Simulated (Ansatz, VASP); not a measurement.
**One calculation of MgO, two programs**

The input INCAR:

```
SYSTEM = MgO
PREC = Accurate
ENCUT = 520
EDIFF = 1E-7
ISMEAR = 0
SIGMA = 0.05
LREAL = .FALSE.
LASPH = .TRUE.
NELM = 80
ALGO = Normal
ISIF = 2
LWAVE = .FALSE.
LCHARG = .FALSE.
GGA = PS
NBANDS = 11
```

The input KPOINTS:

```
Automatic mesh
0
G
  9 9 8
  0 0 0
```

POSCAR

```
MgO
1.0
    2.9380209034      0.0000000000      0.0000000000
   -1.4690104517      2.5444007392      0.0000000000
    0.0000000000      0.0000000000      2.6796800000
Mg O
1 1
Direct
    0.0000000000      0.0000000000      0.0000000000
    0.3333333333      0.6666666667      0.4300289587
```

Input for Ansatz:

```yaml
crystal:
  lattice:
    - [2.9380209034, 0.0, 0.0]
    - [-1.4690104517, 2.5444007392, 0.0]
    - [0.0, 0.0, 2.67968]
  atoms:
    - { symbol: Mg, position: [0.0, 0.0, 0.0] }
    - { symbol: O, position: [0.3333333333, 0.6666666667, 0.4300289587] }
basis:
  ecutwfc: 420
kpoints:
  mp_grid: { grid: [9, 9, 8] }
hamiltonian:
  xc: pbesol
scf:
  occupations: { method: gaussian, width: 0.05 }
output:
  forces: true
  stress: true
  eigenvalues: true
```

Change from the starting cell: all O atoms moved +0.188 Å, as atom 2 towards its neighbour atom 2 (O) at 2.680 Å.

Alike in both runs: task single point; functional PBEsol; k mesh 9 × 9 × 8; occupations gaussian, width 0.05 eV; no spin polarisation.

|  | VASP | Ansatz |
| --- | --- | --- |
| version | VASP 6.6.1 | Ansatz 0.2.0 |
| potentials or method | VASP PAW PBE potentials, release 64 (Mg, O) | scalar-relativistic, plane waves, PAW |
| plane-wave cutoff (eV) | 520 | 420 |
| valence electrons in the cell | 8 | 16 |

|  | VASP | Ansatz | Ansatz less VASP |
| --- | --- | --- | --- |
| gap on the k mesh at the Fermi level (eV) | 2.88 | 2.88 | +0.002 |
| least direct gap on the mesh (eV) | 3.33 | 3.33 | 0.000 |
| pressure (GPa) | -1.3 | -0.9 | +0.43 |
| largest component of the traceless stress (GPa) | 0.34 | 0.43 | +0.091 |
| rms of the force components (eV/Å) | 0.377 | 0.371 | -0.0061 |

Atom by atom the forces differ by 0.006 eV/Å (rms over components). The two sets of potentials don't hold the same shells in valence.

Caveats: the PAW data sets were made with another functional, which shifts forces and pressure a little (VASP); an odd mesh through Γ misses points on the zone boundary, where band edges often lie.
